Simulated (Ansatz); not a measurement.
**Sb₂Se₃ and a variant**

Base: an entry of the Crystallography Open Database (COD), its atoms then relaxed with PBE in this cell.

```xyz
20
Lattice="11.7700 0.0000 0.0000 0.0000 3.9620 0.0000 0.0000 0.0000 11.6200" Properties=species:S:1:pos:R:3 pbc="T T T"
Sb    0.3010    0.9905    3.8154
Sb   11.4690    2.9715    7.8046
Sb    5.5840    2.9715    9.6254
Sb    6.1860    0.9905    1.9946
Sb    1.7512    2.9715    0.4538
Sb   10.0188    0.9905   11.1662
Sb    4.1338    0.9905    6.2638
Sb    7.6362    2.9715    5.3562
Se    0.6518    0.9905   10.0971
Se   11.1182    2.9715    1.5229
Se    5.2332    2.9715    4.2871
Se    6.5368    0.9905    7.3329
Se    1.5172    2.9715    5.1999
Se   10.2528    0.9905    6.4201
Se    4.3678    0.9905   11.0099
Se    7.4022    2.9715    0.6101
Se    2.5324    0.9905    2.2746
Se    9.2376    2.9715    9.3454
Se    3.3526    2.9715    8.0846
Se    8.4174    0.9905    3.5354
```

Atoms are numbered from 1 in the order listed; like atoms form one site, named after its first atom.

Computed with Ansatz: DFT, PBE, plane waves and PAW, scalar-relativistic, 420 eV cutoff, Γ-centred 3×7×3 k-points, Fermi–Dirac smearing 0.02 eV.

Gradients in 10²¹ V/m²:

```tsv
site	atoms	V_zz base	η base	V_zz variant	η variant
Sb1	1, 2, 3, 4	-10.43	0.50	-10.90	0.51
Sb5	5, 6, 7, 8	-13.74	0.02	-14.33	0.02
Se9	9, 10, 11, 12	15.27	0.95	-15.04	0.98
Se13	13, 14, 15, 16	-26.4	0.12	-26.7	0.11
Se17	17, 18, 19, 20	7.57	0.55	8.14	0.47
```

Problem. Which change was made?
A. atom 14 (Se) moved by 0.15 Å along (0.000, 0.150, 0.000) Å
B. volume scaled by 1.02, ions at fixed fractional positions
C. x and y compressed by 1 %, ions at fixed fractional positions
D. volume scaled by 0.97, ions at fixed fractional positions

Solution. C. The largest change of V_zz along a kept axis is on Sb5, from -13.74 to -14.33. In per cent, |V_zz| changes by +4 to +5 on Sb, +1 to +7 on Se (all sites that start above 0.5, bar those whose gradient vanishes or changes sign or whose main axis turns by over 40°). On Se9 the largest principal value lies along another axis in the second run, so the two V_zz can't be compared directly.

Without spin–orbit coupling (the program notes it for Sb) the gradients can shift somewhat, as the gap is small. With these PAW files V_zz is typically within 2 to 3 % of all-electron values, but misses above 10 % occur on Sb.
